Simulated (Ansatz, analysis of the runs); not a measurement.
# A homologous series of junctions, from (CH2)3 chain with direct metal-carbon ends, between Au (111) faces with adatoms, part 3 of 4

Wanted: G and thermopower along the series, and a fit against length.

Ansatz 0.2.0; DFT PBE, plane waves, PAW; relaxation of a junction, electrodes held but for their tips (the session's first sound run).

So far, conductance of the junction (G₀): step 3 (transmission between the leads, 83 atoms, molecule alkane …) 0.484.

**5. Relaxation of the scattering region, 89 atoms, molecule alkane C5, direct metal-carbon ends, units 5**

This step: DFT PBE, plane waves, PAW; relaxation of a junction, electrodes held but for their tips (Ansatz 0.2.0).

System of this step: (CH2)5 chain with direct metal-carbon ends, between Au (111) faces with adatoms. The cell holds 89 atoms: 74 Au, 5 C and 10 H. Cell: a = 8.825 Å, b = 8.825 Å, c = 29.648 Å, α = 90.0°, β = 90.0°, γ = 60.0°. Electrodes: Au (111) 3x3 face with an adatom; the apex atoms were set 8.368 Å apart; the free molecule is CCCCC. Regions: lower lead, 37 atoms (37 Au); bridge, 15 atoms (5 C and 10 H); upper lead, 37 atoms (37 Au). The structure is stacked along c, and the current runs across the ab planes.

The bridge and the electrodes' tips relax, while 72 atoms stay at the lead's spacing, so that the ends still repeat as a lead.

Contents of input.yaml:

```yaml
crystal:
  lattice:
    - [8.8246926292, 0.0, 0.0]
    - [4.4123463146, 7.6424079975, 0.0]
    - [0.0, 0.0, 29.6479420939]
  atoms:
    - { symbol: Au, position: [0.722222222, 0.722222222, 0.0] }
    - { symbol: Au, position: [0.722222222, 0.055555556, 0.0] }
    - { symbol: Au, position: [0.722222222, 0.388888889, 0.0] }
    - { symbol: Au, position: [0.055555556, 0.722222222, 0.0] }
    - { symbol: Au, position: [0.055555556, 0.055555556, 0.0] }
    - { symbol: Au, position: [0.055555556, 0.388888889, 0.0] }
    - { symbol: Au, position: [0.388888889, 0.722222222, 0.0] }
    - { symbol: Au, position: [0.388888889, 0.055555556, 0.0] }
    - { symbol: Au, position: [0.388888889, 0.388888889, 0.0] }
    - { symbol: Au, position: [0.833333333, 0.833333333, 0.08100991] }
    - { symbol: Au, position: [0.833333333, 0.166666667, 0.08100991] }
    - { symbol: Au, position: [0.833333333, 0.5, 0.08100991] }
    - { symbol: Au, position: [0.166666667, 0.833333333, 0.08100991] }
    - { symbol: Au, position: [0.166666667, 0.166666667, 0.08100991] }
    - { symbol: Au, position: [0.166666667, 0.5, 0.08100991] }
    - { symbol: Au, position: [0.5, 0.833333333, 0.08100991] }
    - { symbol: Au, position: [0.5, 0.166666667, 0.08100991] }
    - { symbol: Au, position: [0.5, 0.5, 0.08100991] }
    - { symbol: Au, position: [0.944444444, 0.944444444, 0.16201982] }
    - { symbol: Au, position: [0.944444444, 0.277777778, 0.16201982] }
    - { symbol: Au, position: [0.944444444, 0.611111111, 0.16201982] }
    - { symbol: Au, position: [0.277777778, 0.944444444, 0.16201982] }
    - { symbol: Au, position: [0.277777778, 0.277777778, 0.16201982] }
    - { symbol: Au, position: [0.277777778, 0.611111111, 0.16201982] }
    - { symbol: Au, position: [0.611111111, 0.944444444, 0.16201982] }
    - { symbol: Au, position: [0.611111111, 0.277777778, 0.16201982] }
    - { symbol: Au, position: [0.611111111, 0.611111111, 0.16201982] }
    - { symbol: Au, position: [0.055555556, 0.055555556, 0.24302973] }
    - { symbol: Au, position: [0.055555556, 0.388888889, 0.24302973] }
    - { symbol: Au, position: [0.055555556, 0.722222222, 0.24302973] }
    - { symbol: Au, position: [0.388888889, 0.055555556, 0.24302973] }
    - { symbol: Au, position: [0.388888889, 0.388888889, 0.24302973] }
    - { symbol: Au, position: [0.388888889, 0.722222222, 0.24302973] }
    - { symbol: Au, position: [0.722222222, 0.055555556, 0.24302973] }
    - { symbol: Au, position: [0.722222222, 0.388888889, 0.24302973] }
    - { symbol: Au, position: [0.722222222, 0.722222222, 0.24302973] }
    - { symbol: Au, position: [0.5, 0.5, 0.318368946] }
    - { symbol: C, position: [0.365138424, 0.499999834, 0.374494597] }
    - { symbol: C, position: [0.461894227, 0.49999971, 0.416925155] }
    - { symbol: C, position: [0.364200494, 0.499999655, 0.459495047] }
    - { symbol: C, position: [0.461894254, 0.499999726, 0.502064936] }
    - { symbol: C, position: [0.365138507, 0.499999706, 0.544495489] }
    - { symbol: H, position: [0.350693286, 0.383889642, 0.373148525] }
    - { symbol: H, position: [0.234583032, 0.616109885, 0.373148545] }
    - { symbol: H, position: [0.593322561, 0.384529575, 0.416692424] }
    - { symbol: H, position: [0.477852614, 0.615469747, 0.416692455] }
    - { symbol: H, position: [0.232630779, 0.615450927, 0.459495052] }
    - { symbol: H, position: [0.348082248, 0.38454827, 0.459495043] }
    - { symbol: H, position: [0.477852484, 0.615469887, 0.502297637] }
    - { symbol: H, position: [0.593322701, 0.384529667, 0.502297657] }
    - { symbol: H, position: [0.234583176, 0.616109779, 0.545841543] }
    - { symbol: H, position: [0.350693384, 0.383889468, 0.545841565] }
    - { symbol: Au, position: [0.5, 0.5, 0.600621144] }
    - { symbol: Au, position: [0.277777778, 0.277777778, 0.67596036] }
    - { symbol: Au, position: [0.277777778, 0.611111111, 0.67596036] }
    - { symbol: Au, position: [0.277777778, 0.944444444, 0.67596036] }
    - { symbol: Au, position: [0.611111111, 0.277777778, 0.67596036] }
    - { symbol: Au, position: [0.611111111, 0.611111111, 0.67596036] }
    - { symbol: Au, position: [0.611111111, 0.944444444, 0.67596036] }
    - { symbol: Au, position: [0.944444444, 0.277777778, 0.67596036] }
    - { symbol: Au, position: [0.944444444, 0.611111111, 0.67596036] }
    - { symbol: Au, position: [0.944444444, 0.944444444, 0.67596036] }
    - { symbol: Au, position: [0.388888889, 0.388888889, 0.75697027] }
    - { symbol: Au, position: [0.388888889, 0.722222222, 0.75697027] }
    - { symbol: Au, position: [0.388888889, 0.055555556, 0.75697027] }
    - { symbol: Au, position: [0.722222222, 0.388888889, 0.75697027] }
    - { symbol: Au, position: [0.722222222, 0.722222222, 0.75697027] }
    - { symbol: Au, position: [0.722222222, 0.055555556, 0.75697027] }
    - { symbol: Au, position: [0.055555556, 0.388888889, 0.75697027] }
    - { symbol: Au, position: [0.055555556, 0.722222222, 0.75697027] }
    - { symbol: Au, position: [0.055555556, 0.055555556, 0.75697027] }
    - { symbol: Au, position: [0.5, 0.5, 0.83798018] }
    - { symbol: Au, position: [0.5, 0.833333333, 0.83798018] }
    - { symbol: Au, position: [0.5, 0.166666667, 0.83798018] }
    - { symbol: Au, position: [0.833333333, 0.5, 0.83798018] }
    - { symbol: Au, position: [0.833333333, 0.833333333, 0.83798018] }
    - { symbol: Au, position: [0.833333333, 0.166666667, 0.83798018] }
    - { symbol: Au, position: [0.166666667, 0.5, 0.83798018] }
    - { symbol: Au, position: [0.166666667, 0.833333333, 0.83798018] }
    - { symbol: Au, position: [0.166666667, 0.166666667, 0.83798018] }
    - { symbol: Au, position: [0.611111111, 0.611111111, 0.91899009] }
    - { symbol: Au, position: [0.611111111, 0.944444444, 0.91899009] }
    - { symbol: Au, position: [0.611111111, 0.277777778, 0.91899009] }
    - { symbol: Au, position: [0.944444444, 0.611111111, 0.91899009] }
    - { symbol: Au, position: [0.944444444, 0.944444444, 0.91899009] }
    - { symbol: Au, position: [0.944444444, 0.277777778, 0.91899009] }
    - { symbol: Au, position: [0.277777778, 0.611111111, 0.91899009] }
    - { symbol: Au, position: [0.277777778, 0.944444444, 0.91899009] }
    - { symbol: Au, position: [0.277777778, 0.277777778, 0.91899009] }
kpoints:
  mp_grid: { grid: [2, 2, 1] }
scf:
  occupations: { method: fermi_dirac, width: 0.1 }
hamiltonian:
  xc: pbe
relax:
  constraints:
    - { sites: [0, 1, 2, 3, 4, 5, 6, 7, 8, 9, 10, 11, 12, 13, 14, 15, 16, 17, 18, 19, 20, 21, 22, 23, 24, 25, 26, 27, 28, 29, 30, 31, 32, 33, 34, 35, 53, 54, 55, 56, 57, 58, 59, 60, 61, 62, 63, 64, 65, 66, 67, 68, 69, 70, 71, 72, 73, 74, 75, 76, 77, 78, 79, 80, 81, 82, 83, 84, 85, 86, 87, 88] }
  f_tol: 0.05
  max_steps: 35
```

Started as:

```bash
$ ansatz run input.yaml --threads 16 --pin off --max-ram 61440MiB --backend cuda --events-out ev --progress --plain --runs-dir out --max-vram 78GiB
```

Numbers of over 12 decimals in the logs are rounded to 6 here.

Output:

```text
[...]
SCF 1 converged in 6 iterations: F = -974456.195448 eV  dr2 = 5.54e-5
[...]
relax step   1: F+E_penalty+E_count = -974456.19544757 eV  Δ(F+E_penalty+E_count) = +0.000e0 eV  max|allowed force component| = 6.362e-1 eV/Å  Δτ_max = 0.0000 Å  (6 SCF iters, dr2 threshold 6.25e-5 eV, accepted)
[...]
- { symbol: H, position: [0.354670, 0.384432, 0.459497] }
    - { symbol: H, position: [0.485711, 0.615815, 0.501814] }
    - { symbol: H, position: [0.601650, 0.384490, 0.501841] }
    - { symbol: H, position: [0.238670, 0.616463, 0.545876] }
    - { symbol: H, position: [0.357658, 0.382067, 0.546290] }
    - { symbol: Au, position: [0.495543, 0.503355, 0.602512] }
[...]
- { symbol: Au, position: [0.944444, 0.277778, 0.918990] }
    - { symbol: Au, position: [0.277777778, 0.611111, 0.918990] }
    - { symbol: Au, position: [0.277778, 0.944444, 0.918990] }
    - { symbol: Au, position: [0.277778, 0.277778, 0.918990] }
[key lines of the parts left out:]
SCF converged after 3 iterations
```

Elapsed: 5.9 s, on 1 × NVIDIA GB200 with 16 threads of Arm Neoverse V2, shared host; peak memory 1.8 GiB; 17 s of CPU time.

Step by step:

| step | energy less that of the first step (eV) | largest force component (eV/Å) |
| --- | --- | --- |
| 1 | 0.0000 | 0.6362 |
| 2 | -0.0561 | 0.3253 |
| 3 | -0.0666 | 0.2040 |
| 4 | -0.0687 | 0.0499 |
| 5 | -0.0687 | 0.0496 |

The atoms that moved most (Å):

| atom | dx | dy | dz | length |
| --- | --- | --- | --- | --- |
| H46 | 0.073 | 0.000 | 0.014 | 0.075 |
| H50 | 0.073 | 0.000 | -0.014 | 0.075 |
| H45 | 0.071 | -0.003 | 0.014 | 0.072 |
| H49 | 0.071 | 0.003 | -0.014 | 0.072 |
| C39 | 0.067 | 0.000 | -0.008 | 0.067 |
| C41 | 0.067 | 0.000 | 0.008 | 0.067 |
| Au37 | -0.025 | -0.026 | -0.056 | 0.066 |
| Au53 | -0.025 | 0.026 | 0.056 | 0.066 |

The largest force component on a free atom ends at 0.050 eV/Å, under the limit of 0.05. The apex atoms end 8.48 Å apart, and their nearest bridge atoms lie at 2.07 Å (Au–C) and 2.07 Å (Au–C).

**6. Transmission between the leads, 89 atoms, molecule alkane C5, direct metal-carbon ends, units 5**

This step: DFT PBE, plane waves, PAW; transmission of a junction between electrodes (Ansatz 0.2.0).

The transmission is computed for this geometry in the same way.

Contents of input.yaml:

```yaml
crystal:
  lattice:
    - [8.8246926292, 0.0, 0.0]
    - [4.4123463146, 7.6424079975, 0.0]
    - [0.0, 0.0, 29.6479420939]
  atoms:
    - { symbol: Au, position: [0.722222222, 0.722222222, -1.0e-10] }
    - { symbol: Au, position: [0.722222222, 0.055555556, -1.0e-10] }
    - { symbol: Au, position: [0.722222222, 0.388888889, -1.0e-10] }
    - { symbol: Au, position: [0.055555556, 0.722222222, -1.0e-10] }
    - { symbol: Au, position: [0.0555555555, 0.055555556, -1.0e-10] }
    - { symbol: Au, position: [0.0555555555, 0.388888889, -1.0e-10] }
    - { symbol: Au, position: [0.388888889, 0.722222222, -1.0e-10] }
    - { symbol: Au, position: [0.3888888885, 0.055555556, -1.0e-10] }
    - { symbol: Au, position: [0.388888889, 0.388888889, -1.0e-10] }
    - { symbol: Au, position: [0.8333333335, 0.833333333, 0.0810099099] }
    - { symbol: Au, position: [0.833333333, 0.166666667, 0.0810099099] }
    - { symbol: Au, position: [0.833333333, 0.5, 0.0810099099] }
    - { symbol: Au, position: [0.166666667, 0.833333333, 0.0810099099] }
    - { symbol: Au, position: [0.1666666665, 0.166666667, 0.0810099099] }
    - { symbol: Au, position: [0.166666667, 0.5, 0.0810099099] }
    - { symbol: Au, position: [0.5, 0.833333333, 0.0810099099] }
    - { symbol: Au, position: [0.5, 0.166666667, 0.0810099099] }
    - { symbol: Au, position: [0.5, 0.5, 0.0810099099] }
    - { symbol: Au, position: [0.9444444445, 0.944444444, 0.1620198199] }
    - { symbol: Au, position: [0.944444444, 0.277777778, 0.1620198199] }
    - { symbol: Au, position: [0.9444444445, 0.611111111, 0.1620198199] }
    - { symbol: Au, position: [0.277777778, 0.944444444, 0.1620198199] }
    - { symbol: Au, position: [0.277777778, 0.277777778, 0.1620198199] }
    - { symbol: Au, position: [0.277777778, 0.611111111, 0.1620198199] }
    - { symbol: Au, position: [0.6111111115, 0.944444444, 0.1620198199] }
    - { symbol: Au, position: [0.611111111, 0.277777778, 0.1620198199] }
    - { symbol: Au, position: [0.611111111, 0.611111111, 0.1620198199] }
    - { symbol: Au, position: [0.0555555555, 0.055555556, 0.2430297299] }
    - { symbol: Au, position: [0.0555555555, 0.388888889, 0.2430297299] }
    - { symbol: Au, position: [0.055555556, 0.722222222, 0.2430297299] }
    - { symbol: Au, position: [0.3888888885, 0.055555556, 0.2430297299] }
    - { symbol: Au, position: [0.388888889, 0.388888889, 0.2430297299] }
    - { symbol: Au, position: [0.388888889, 0.722222222, 0.2430297299] }
    - { symbol: Au, position: [0.722222222, 0.055555556, 0.2430297299] }
    - { symbol: Au, position: [0.722222222, 0.388888889, 0.2430297299] }
    - { symbol: Au, position: [0.722222222, 0.722222222, 0.2430297299] }
    - { symbol: Au, position: [0.4988980031, 0.4966451597, 0.3164778549] }
    - { symbol: C, position: [0.3696332865, 0.5000701494, 0.3751558743] }
    - { symbol: C, position: [0.4694972557, 0.4999689064, 0.416668008] }
    - { symbol: C, position: [0.3715112772, 0.5, 0.4594950449] }
    - { symbol: C, position: [0.4694661621, 0.5000310936, 0.5023220819] }
    - { symbol: C, position: [0.3697034359, 0.4999298506, 0.5438342156] }
    - { symbol: H, position: [0.3551330044, 0.3835370453, 0.3731143792] }
    - { symbol: H, position: [0.2397245653, 0.6179333661, 0.3727001534] }
    - { symbol: H, position: [0.6015266969, 0.3841847238, 0.4171758574] }
    - { symbol: H, position: [0.4861400286, 0.6155099242, 0.4171495449] }
    - { symbol: H, position: [0.2391015756, 0.6155684155, 0.4594934079] }
    - { symbol: H, position: [0.3546699911, 0.3844315845, 0.4594966819] }
    - { symbol: H, position: [0.4857114207, 0.6158152762, 0.5018142325] }
    - { symbol: H, position: [0.6016499528, 0.3844900758, 0.501840545] }
    - { symbol: H, position: [0.2386700497, 0.6164629547, 0.5458757106] }
    - { symbol: H, position: [0.3576579314, 0.3820666339, 0.5462899364] }
    - { symbol: Au, position: [0.4955431628, 0.5033548403, 0.602512235] }
    - { symbol: Au, position: [0.277777778, 0.277777778, 0.6759603599] }
    - { symbol: Au, position: [0.277777778, 0.611111111, 0.6759603599] }
    - { symbol: Au, position: [0.277777778, 0.944444444, 0.6759603599] }
    - { symbol: Au, position: [0.611111111, 0.277777778, 0.6759603599] }
    - { symbol: Au, position: [0.611111111, 0.611111111, 0.6759603599] }
    - { symbol: Au, position: [0.6111111115, 0.944444444, 0.6759603599] }
    - { symbol: Au, position: [0.944444444, 0.277777778, 0.6759603599] }
    - { symbol: Au, position: [0.9444444445, 0.611111111, 0.6759603599] }
    - { symbol: Au, position: [0.9444444445, 0.944444444, 0.6759603599] }
    - { symbol: Au, position: [0.388888889, 0.388888889, 0.7569702699] }
    - { symbol: Au, position: [0.388888889, 0.722222222, 0.7569702699] }
    - { symbol: Au, position: [0.3888888885, 0.055555556, 0.7569702699] }
    - { symbol: Au, position: [0.722222222, 0.388888889, 0.7569702699] }
    - { symbol: Au, position: [0.722222222, 0.722222222, 0.7569702699] }
    - { symbol: Au, position: [0.722222222, 0.055555556, 0.7569702699] }
    - { symbol: Au, position: [0.0555555555, 0.388888889, 0.7569702699] }
    - { symbol: Au, position: [0.055555556, 0.722222222, 0.7569702699] }
    - { symbol: Au, position: [0.0555555555, 0.055555556, 0.7569702699] }
    - { symbol: Au, position: [0.5, 0.5, 0.8379801799] }
    - { symbol: Au, position: [0.5, 0.833333333, 0.8379801799] }
    - { symbol: Au, position: [0.5, 0.166666667, 0.8379801799] }
    - { symbol: Au, position: [0.833333333, 0.5, 0.8379801799] }
    - { symbol: Au, position: [0.8333333335, 0.833333333, 0.8379801799] }
    - { symbol: Au, position: [0.833333333, 0.166666667, 0.8379801799] }
    - { symbol: Au, position: [0.166666667, 0.5, 0.8379801799] }
    - { symbol: Au, position: [0.166666667, 0.833333333, 0.8379801799] }
    - { symbol: Au, position: [0.1666666665, 0.166666667, 0.8379801799] }
    - { symbol: Au, position: [0.611111111, 0.611111111, 0.9189900899] }
    - { symbol: Au, position: [0.6111111115, 0.944444444, 0.9189900899] }
    - { symbol: Au, position: [0.611111111, 0.277777778, 0.9189900899] }
    - { symbol: Au, position: [0.9444444445, 0.611111111, 0.9189900899] }
    - { symbol: Au, position: [0.9444444445, 0.944444444, 0.9189900899] }
    - { symbol: Au, position: [0.944444444, 0.277777778, 0.9189900899] }
    - { symbol: Au, position: [0.277777778, 0.611111111, 0.9189900899] }
    - { symbol: Au, position: [0.277777778, 0.944444444, 0.9189900899] }
    - { symbol: Au, position: [0.277777778, 0.277777778, 0.9189900899] }
kpoints:
  mp_grid: { grid: [4, 4, 1] }
scf:
  occupations: { method: fermi_dirac, width: 0.1 }
hamiltonian:
  xc: pbe
output:
  transmission: { leads: [[80, 0]], e_range: [-0.7, 0.7], de: 0.035, kmesh: [4, 4] }
  dos: { projected: true, e_range: [-5, 4] }
  write_potential: true
  write_density: true
  volumetric_format: npy
```

Output:

```text
[...]
Crystal: 89 atoms, lattice volume = 1999.514 Å³
Basis set: ecut = 420 eV, 39117 PW (Γ)
Bands: 862, of which v1, the nominal top of the filled ones, is band 718 counted from 1 (717 counted from 0)
Symmetry: 2 space group operations
[...]
k-points: 7 of 16 (time reversal used)
[...]
transmission: 460 of 460 steps passed
[...]
SCF converged after 9 iterations
[...]
--- Transmission ---
  basis      : 595 plane waves across, 46 finite elements along
  points     : 10, standing for a mesh of 4 x 4
  on the GPU : 10 of these points
[...]
filled         : 0.9 meV over the level at which it is neutral
    channels       : 7.687500e0 a spin
[...]
junction   : crystal 0 to crystal 0, -0.50 to 26.74 Å
    transmission   : 1.906199e-1 a spin
[...]
resistance     : 4.5917e-2 Ω µm² beyond half of each lead's own
```

Wall time 3.1 min (1 × NVIDIA GB200 with 16 threads); peak memory 16 GiB.

The conductance is 0.185 G₀. The conductance is 0.38 times that of the last run that gave one. The lead's Hamiltonian steps by 22.6 meV, which the program lets pass, though it counts in the error estimate. The largest term of the program's error estimate is 163 %, from the k-mesh.

**7. Conductance and thermopower from T(E), 89 atoms**

This step: Landauer integrals over the computed T(E), interpolated linearly between its energies (analysis of the runs above).

T(E) held rigid; rough near sharp steps of T(E). The conductance at 300 K by shift of the leads' level:

| shift of the leads' level (eV) | conductance at 300 K (G₀) |
| --- | --- |
| -0.350 | 0.207 |
| -0.300 | 0.193 |
| -0.250 | 0.181 |
| -0.200 | 0.171 |
| -0.150 | 0.166 |
| -0.100 | 0.169 |
| -0.050 | 0.181 |
| 0.000 | 0.185 |
| 0.050 | 0.179 |
| 0.100 | 0.171 |
| 0.150 | 0.157 |
| 0.200 | 0.134 |
| 0.250 | 0.112 |
| 0.300 | 0.105 |
| 0.350 | 0.134 |

The thermopower is 1.18 μV/K. The Lorenz ratio is 0.94, where the Wiedemann-Franz law gives 1. These values rest on a semilocal level alignment and on the mesh across the current. Moving the level by up to 0.1 eV either way gives -7.1 to 9.3 μV/K.

(Part 3 of 4 ends here.)

[Logs are printed without paths, hosts, clocks, repeated set-up lines and the standing remarks that a program may print on its own settings, such as how far it seeks lower states.]

[Hosts, paths, dates, database ids (printed as entryN), source tags and the programs' standing remarks are cut or masked in the printed files.]
